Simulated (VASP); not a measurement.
# SnSe (Fm-3m) in VASP: a series of runs

One crystal, SnSe, is run at these levels: HSE06; tasks: single point.

Program: VASP 6.6.1. These are calculated values, not measurements. Logs are shortened: lines on timing, memory, paths and dates and some standing lists are left out, and cuts for length are marked.

### 1 The structure

The structure is cubic, space group Fm-3m (No. 225). The conventional cell has a = 6.020 Å, b = 6.020 Å, c = 6.020 Å, α = 90.00°, β = 90.00°, γ = 90.00°. Sn (site symmetry m-3m) has 6 Se at 3.01 Å as nearest neighbours. Se (site symmetry m-3m) has 6 Sn at 3.01 Å as nearest neighbours.

Measurements of this composition are mostly on another form, of space group No. 62.

### 2 Single point, HSE06

POSCAR reads:

```
SnSe
1.0
    0.0000000000      3.0100000000      3.0100000000
    3.0100000000      0.0000000000      3.0100000000
    3.0100000000      3.0100000000      0.0000000000
Sn Se
1 1
Direct
    0.0000000000      0.0000000000      0.0000000000
    0.5000000000      0.5000000000      0.5000000000
```

INCAR.step1 reads:

```
  PREC = Accurate
  ENCUT = 500
  EDIFF = 1E-5
  ISMEAR = 0
  SIGMA = 0.01
  LREAL = F
  LASPH = T
  NELM = 100
  ALGO = Normal
  ISIF = 2
  LWAVE = T
  LCHARG = F
  NBANDS = 18
  NKRED = 1
  GGA = PE
```

INCAR.step2 reads:

```
  PREC = Accurate
  ENCUT = 500
  EDIFF = 1E-6
  ISMEAR = 0
  SIGMA = 0.01
  LREAL = F
  LASPH = T
  NELM = 100
  ALGO = Normal
  ISIF = 2
  LWAVE = F
  LCHARG = F
  GGA = PE
  LHFCALC = T
  HFSCREEN = 0.2
  PRECFOCK = Fast
  NBANDS = 18
  NKRED = 1
  ISTART = 1
```

KPOINTS reads:

```
regular mesh
0
Gamma
  4 4 4
```

Potentials or basis: VASP PAW PBE potentials, release 64 (Sn_d, Se).

The run is started by

```sh
cat potpaw_PBE.64/Sn_d/POTCAR potpaw_PBE.64/Se/POTCAR > POTCAR
cp INCAR.step1 INCAR
mpirun -np 1 vasp_std > vasp.out
cp INCAR.step2 INCAR
mpirun -np 1 vasp_std > vasp.out
```

OUTCAR:

```text
PREC = Accurate
   ENCUT = 500
   EDIFF = 1E-6
   ISMEAR = 0
   LREAL = F
   LASPH = T
   NELM = 100
   ISIF = 2
   GGA = PE
   LHFCALC = T
   HFSCREEN = 0.2
   PRECFOCK = Fast
   NKRED = 1
   ISTART = 1

 Found      8 irreducible k-points:

 Following reciprocal coordinates:
            Coordinates               Weight
  0.000000  0.000000  0.000000      1.000000
  0.250000  0.000000  0.000000      8.000000
  0.500000  0.000000  0.000000      4.000000
  0.250000  0.250000  0.000000      6.000000
  0.500000  0.250000  0.000000     24.000000
 -0.250000  0.250000  0.000000     12.000000
   k-points           NKPTS =      8   k-points in BZ     NKDIM =     64   number of bands    NBANDS=     18
   number of dos      NEDOS =    301   number of ions     NIONS =      2
   total plane-waves  NPLWV =  32768
   dimension x,y,z NGX =    32 NGY =   32 NGZ =   32
   dimension x,y,z NGXF=    64 NGYF=   64 NGZF=   64
   ions per type =               1   1
   NGX,Y,Z   is equivalent  to a cutoff of  12.50, 12.50, 12.50 a.u.
   NGXF,Y,Z  is equivalent  to a cutoff of  24.99, 24.99, 24.99 a.u.
 SYSTEM =  unknown system
   PREC   = accura    normal or accurate (medium, high low for compatibility)
   ISTART =      1    job   : 0-new  1-cont  2-samecut
   ICHARG =      0    charge: 1-file 2-atom 10-const
   ISPIN  =      1    spin polarized calculation?
   LNONCOLLINEAR =      F non collinear calculations
   LSORBIT =      F    spin-orbit coupling
   LASPH  =      T    aspherical Exc in radial PAW
   ENCUT  =  500.0 eV  36.75 Ry    6.06 a.u.   7.76  7.76  7.76*2*pi/ulx,y,z
   NELM   =    100;   NELMIN=  2; NELMDL=  0     # of ELM steps
   EDIFF  = 0.1E-05   stopping-criterion for ELM
   LREAL  =      F    real-space projection
   EDIFFG = 0.1E-04   stopping-criterion for IOM
   NSW    =      0    number of steps for IOM
   IBRION =     -1    ionic relax: 0-MD 1-quasi-New 2-CG
   NFREE  =      0    steps in history (QN), initial steepest desc. (CG)
   ISIF   =      2    stress and relaxation
   ISYM   =      3    0-nonsym 1-usesym 2-fastsym
   POTIM  = 0.5000    time-step for ionic-motion
   TEBEG  =    0.0;   TEEND  =   0.0 temperature during run
   PSTRESS=    0.0 pullay stress
   NELECT =      20.0000    total number of electrons
   NUPDOWN=      -1.0000    fix difference up-down
   EMIN   =  10.00;   EMAX   =-10.00  energy-range for DOS
   EFERMI =   0.00;   METHOD = LEGACY
   ISMEAR =     0;   SIGMA  =   0.01  broadening in eV -4-tet -1-fermi 0-gaus
   EFERMI_NEDOS =   21; number of points for ismear=-14 and -15
   IALGO  =     38    algorithm
   IMIX   =      1    mixing-type and parameters
     AMIX     =   0.40;   BMIX     =  1.00
     AMIX_MAG =   1.60;   BMIX_MAG =  1.00
  volume/ion in A,a.u.               =      27.27       184.03
  Fermi-wavevector in a.u.,A,eV,Ry     =   1.171768  2.214321 18.681350  1.373040
  Thomas-Fermi vector in A             =   2.308207
   LORBIT       =      0    0 simple, 1 ext, 2 COOP (PROOUT), +10 PAW based schemes
   GGA     = PE    functional components
   LHFCALC =     T    Hartree Fock is set to
   PRECFOCK=fast      Normal, Fast or Accurate (Low or Medium for compatibility)
   ENCUT4O =  -1.0   cutoff for four orbital integrals eV
   NKREDX  =     1    reduce k-point grid by
   NKREDY  =     1    reduce k-point grid by
   NKREDZ  =     1    reduce k-point grid by
   AEXX    =    0.2500 exact exchange contribution
   HFSCREEN=    0.2000 screening length (either q_TF or 0.3 A-1)
   HFSCREENC=   0.2000 screening length for correlation (either q_TF or 0.3 A-1)
   ENCUTFOCK=  -1.0 apply spherical cutoff to Coloumb kernel
   IVDW    =     0    specifies the selected vdW correction
   LEPSILON=     F    determine dielectric tensor
   LRPA    =     F    only Hartree local field effects (RPA)
 non-spin polarized calculation
 Gauss-broadening in eV      SIGMA  =   0.01
  energy-cutoff  :      500.00
  volume of cell :       54.54
 maximum number of plane-waves:      1411
 NGX is ok and might be reduce to    32
  NGX = 18; NGY = 18; NGZ = 18

 number of electron      20.0000005 magnetization

 Free energy of the ion-electron system (eV)
  ---------------------------------------------------
  ext. energy  EPLUGINS =         0.00000000
  ---------------------------------------------------
  free energy    TOTEN  =        -9.81824840 eV

  energy without entropy =       -9.81824840  energy(sigma->0) =       -9.81824840

 E-fermi :   5.6494     XC(G=0):  -8.0059

 val. band max:        5.5979431963   @ k =   0.5000   0.0000   0.0000
 cond. band min:       6.0763097814   @ k =   0.5000   0.0000   0.0000
 fundamental gap:      0.4783665851
 Fermi energy:         5.6493776720

 k-point     1 :       0.0000    0.0000    0.0000
  band No.  band energies     occupation
      1     -18.5628      2.00000
      2     -18.5627      2.00000
      3     -18.5562      2.00000
      4     -18.5562      2.00000
      5     -18.5562      2.00000
      6     -10.1064      2.00000
[... 10 lines left out ...]
     17      14.1861      0.00000
     18      14.1861      0.00000

 k-point     2 :       0.2500    0.0000    0.0000
  band No.  band energies     occupation
      1     -18.5669      2.00000
      2     -18.5669      2.00000
      3     -18.5551      2.00000
      4     -18.5504      2.00000
      5     -18.5504      2.00000
      6      -9.6582      2.00000
[... 10 lines left out ...]
     17      17.6198      0.00000
     18      17.6200      0.00000

 k-point     3 :       0.5000    0.0000    0.0000
  band No.  band energies     occupation
      1     -18.5716      2.00000
      2     -18.5716      2.00000
      3     -18.5541      2.00000
      4     -18.5441      2.00000
      5     -18.5441      2.00000
      6      -9.0679      2.00000
[... 10 lines left out ...]
     17      16.4090      0.00000
     18      17.3750      0.00000

 k-point     4 :       0.2500    0.2500    0.0000
  band No.  band energies     occupation
      1     -18.5765      2.00000
      2     -18.5595      2.00000
      3     -18.5590      2.00000
      4     -18.5475      2.00000
      5     -18.5475      2.00000
      6      -9.5099      2.00000
[... 10 lines left out ...]
     17      15.2783      0.00000
     18      15.9573      0.00000

 k-point     5 :       0.5000    0.2500    0.0000
  band No.  band energies     occupation
      1     -18.5820      2.00000
      2     -18.5629      2.00000
      3     -18.5560      2.00000
      4     -18.5446      2.00000
      5     -18.5419      2.00000
      6      -8.9250      2.00000
[... 10 lines left out ...]
     17      17.6492      0.00000
     18      18.0261      0.00000

 k-point     6 :      -0.2500    0.2500    0.0000
  band No.  band energies     occupation
      1     -18.5728      2.00000
      2     -18.5686      2.00000
      3     -18.5515      2.00000
      4     -18.5473      2.00000
      5     -18.5469      2.00000
      6      -9.1176      2.00000
[... 10 lines left out ...]
     17      16.5047      0.00000
     18      17.6883      0.00000

 [... further k-points ...]

------------------------ aborting loop because EDIFF is reached ----------------------------------------

  FORCE on cell =-STRESS in cart. coord.  units (eV):
  Direction    XX          YY          ZZ          XY          YZ          ZX
  --------------------------------------------------------------------------------------
  -------------------------------------------------------------------------------------
  Total       -0.6431531     -0.6431531     -0.6431531     -0.0000000      0.0000000     -0.0000000
  in kB      -18.8927637    -18.8927637    -18.8927637     -0.0000000      0.0000000     -0.0000000
  external PRESSURE =     -18.8927637 kB  Pullay stress =       0.0000000 kB

 VOLUME and BASIS-vectors are now :
 -----------------------------------------------------------------------------
  energy-cutoff  :      500.00
  volume of cell :       54.54
      direct lattice vectors                 reciprocal lattice vectors
     0.000000000  3.010000000  3.010000000    -0.166112957  0.166112957  0.166112957
     3.010000000  0.000000000  3.010000000     0.166112957 -0.166112957  0.166112957
     3.010000000  3.010000000  0.000000000     0.166112957  0.166112957 -0.166112957

 POSITION                                       TOTAL-FORCE (eV/Angst)
 -----------------------------------------------------------------------------------
      0.00000      0.00000      0.00000         0.000000     -0.000000      0.000000
      3.01000      3.01000      3.01000        -0.000000      0.000000     -0.000000
 -----------------------------------------------------------------------------------
    total drift:                                0.000000      0.000001     -0.000000

  FREE ENERGIE OF THE ION-ELECTRON SYSTEM (eV)
  ---------------------------------------------------
  free  energy   TOTEN  =        -9.8182484002 eV

  energy  without entropy=       -9.8182484002  energy(sigma->0) =       -9.81824840
```

It took 3.3 min on 1 thread of Intel Xeon 6975P-C (Granite Rapids), shared host; peak memory 0.28 GiB.

The run converged, but some of its settings lie outside the range that counts as converged, so its numbers aren't taken as properties of the crystal.

Results:

| Item | Value |
| --- | --- |
| Free energy | -9.8182 eV |
| Pressure | -1.9 GPa |
| Band gap on the k mesh | 0.48 eV, direct |

Caveat: the k mesh is coarse (spacing up to 0.45 Å⁻¹), so the values aren't converged, least of all with exact exchange; the PAW data sets were made with another functional, which shifts forces and pressure a little; spin-orbit coupling is left out, which moves the levels of the heavy elements.

### 3 Single point, HSE06

POSCAR is that of step 2.

INCAR.step1, as its differences from that of step 2:

```diff
@@ -1,3 +1,3 @@
   PREC = Accurate
-  ENCUT = 500
+  ENCUT = 400
   EDIFF = 1E-5
```

INCAR.step2, as its differences from that of step 2:

```diff
@@ -1,3 +1,3 @@
   PREC = Accurate
-  ENCUT = 500
+  ENCUT = 400
   EDIFF = 1E-6
```

KPOINTS reads:

```
regular mesh
0
Gamma
  5 5 5
```

Potentials or basis: VASP PAW PBE potentials, release 64 (Sn_d, Se).

The run is started by

```sh
cat potpaw_PBE.64/Sn_d/POTCAR potpaw_PBE.64/Se/POTCAR > POTCAR
cp INCAR.step1 INCAR
mpirun -np 1 vasp_std > vasp.out
cp INCAR.step2 INCAR
mpirun -np 1 vasp_std > vasp.out
```

It took 3.3 min on 1 thread of Intel Xeon 6975P-C (Granite Rapids), shared host; peak memory 0.26 GiB.

The run converged, but some of its settings lie outside the range that counts as converged, so its numbers aren't taken as properties of the crystal.

Results:

```yaml
Free_energy: -9.8126 eV
Pressure: -0.5 GPa
```

Caveat: this odd mesh misses L, where the gap lies, so gap, dielectric constants and Born charges aren't listed; the PAW data sets were made with another functional, which shifts forces and pressure a little.
